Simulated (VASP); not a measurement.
CaSe:

```
CELL_PARAMETERS angstrom
0.00000 2.96014 2.96014
2.96014 0.00000 2.96014
2.96014 2.96014 0.00000
ATOMIC_POSITIONS crystal
Ca 0.00000 0.00000 0.00000
Se 0.50000 0.50000 0.50000
```

The cell was built by a generator and needn't be a form met in nature.

Program: VASP 6.6.1. Alike in all runs: potentials or basis VASP PAW PBE potentials, release 64 (Ca_sv, Se); no spin polarisation; cell as given; cutoff (eV) 520; smearing gaussian 0.02 eV. Hardware: 4 MPI ranks on AMD EPYC 9R45 96-Core Processor (Zen 5), on a shared host.

Question: Order these runs on this cell by their wall time, lowest first.
A. task band structure; level HSE06; k mesh 6 × 6 × 6; grid for exact exchange (PRECFOCK) Fast; screening parameter 0.2 1/A
B. task electrostatic potential; level HSE06; k mesh 6 × 6 × 6; grid for exact exchange (PRECFOCK) Fast; screening parameter 0.2 1/A
C. task band structure; level r2SCAN+rVV10; k mesh 8 × 8 × 8

Answer: C (65 s), B (140 s), A (610 s).

Runs at the PBE level aren't shown here.
